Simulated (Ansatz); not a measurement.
# Gd in Ansatz: the effect of fixed moment

Gd:

```
Gd
1.0
    -2.02500    2.02500    2.02500
     2.02500   -2.02500    2.02500
     2.02500    2.02500   -2.02500
Gd
1
Cartesian
  0.0000 0.0000 0.0000
```

This isn't the form of Gd at room conditions, which is hcp.

Alike in all runs:

| Property | Result |
| --- | --- |
| Program | Ansatz 0.2.0 |
| Task | single point |
| Functional | PBE |
| Potentials or basis | Ansatz PAW |
| Cutoff | 420 eV (not typed: the program's choice for these potentials) |
| k mesh | 8 × 8 × 8 |
| Occupations | fermi-dirac, width 0.05 eV |

```tsv
fixed moment	spin	starting moments	energy over the lowest run (meV/atom)	pressure (GPa)
0	collinear spin, program default start	-	7297.9	-2.3
1.8	collinear spin, ferromagnetic start	[1.8] μB	4737.3	1.4
3.5	collinear spin, ferromagnetic start	[3.5] μB	2818.2	3.2
5.2	collinear spin, ferromagnetic start	[5.2] μB	648.7	3.3
7	collinear spin, ferromagnetic start	[7.0] μB	0.0	0.3
8.8	collinear spin, ferromagnetic start	[8.8] μB	117.5	2.3
10.5	collinear spin, ferromagnetic start	[10.5] μB	?	?
14	collinear spin, ferromagnetic start	[14.0] μB	44735.9	9.9
```

Q: What does the run with fixed moment 10.5 give?

A: Energy over the lowest run 6233.9 meV/atom; pressure 1.8 GPa.

Worked out: A parabola through the other rows of the energy over the lowest run, of slope 6070 meV/atom per unit of fixed moment there, gives 14997.3 meV/atom, against the run's 6233.9. The fit is too stiff a form for this range. The pressure follows no smooth curve through the other rows.

Caveats: the total moment is fixed, so each spin has its own Fermi level; the thresholds are loose for stress.
